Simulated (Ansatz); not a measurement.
# KCl: the cost of one run

Program: Ansatz 0.2.0. Level of theory: DFT r2SCAN, scalar-relativistic, plane waves, PAW. These are calculated values, not measurements.

## 1. The starting structure

It takes space group Pm-3m (No. 221, cubic). The conventional cell has a = 3.770 Å, b = 3.770 Å, c = 3.770 Å, α = 90.00°, β = 90.00°, γ = 90.00°. Around K (site symmetry m-3m) lie 8 Cl at 3.27 Å. Cl (site symmetry m-3m) is surrounded by 8 K at 3.27 Å.

Coordinates:

```cif
data_structure
_symmetry_space_group_name_H-M 'P 1'
_symmetry_Int_Tables_number 1
_cell_length_a 3.7705
_cell_length_b 3.7705
_cell_length_c 3.7705
_cell_angle_alpha 90.000
_cell_angle_beta 90.000
_cell_angle_gamma 90.000
_cell_volume 53.60
loop_
_atom_site_label
_atom_site_type_symbol
_atom_site_fract_x
_atom_site_fract_y
_atom_site_fract_z
_atom_site_occupancy
K1 K 0.00000 0.00000 0.00000 1
Cl1 Cl 0.50000 0.50000 0.50000 1
```

It is the result of an earlier relaxation at this level (volume 26.80 Å³/atom; gap on the mesh: 5.80 eV).

## 2. Volume × 0.97

input.yaml

```yaml
crystal:
  lattice:
    - [3.7323706966, 0.0, 0.0]
    - [0.0, 3.7323706966, 0.0]
    - [0.0, 0.0, 3.7323706966]
  atoms:
    - { symbol: K, position: [0.0, 0.0, 0.0] }
    - { symbol: Cl, position: [0.5, 0.5, 0.5] }
basis:
  ecutwfc: 500
kpoints:
  mp_grid: { grid: [6, 6, 6] }
hamiltonian:
  xc: r2scan
scf:
  occupations: { method: gaussian, width: 0.02 }
output:
  forces: true
  stress: true
  eigenvalues: true
```

Run with:

```sh
> ansatz run input.yaml --threads 1 --pin off --max-ram 2560MiB --backend cpu --events-out ev --progress --plain --runs-dir out
```

Q: Estimate wall time and peak memory on 1 thread of Arm Neoverse N1, shared host.

About 4.6 s, with a peak of 0.38 GiB.
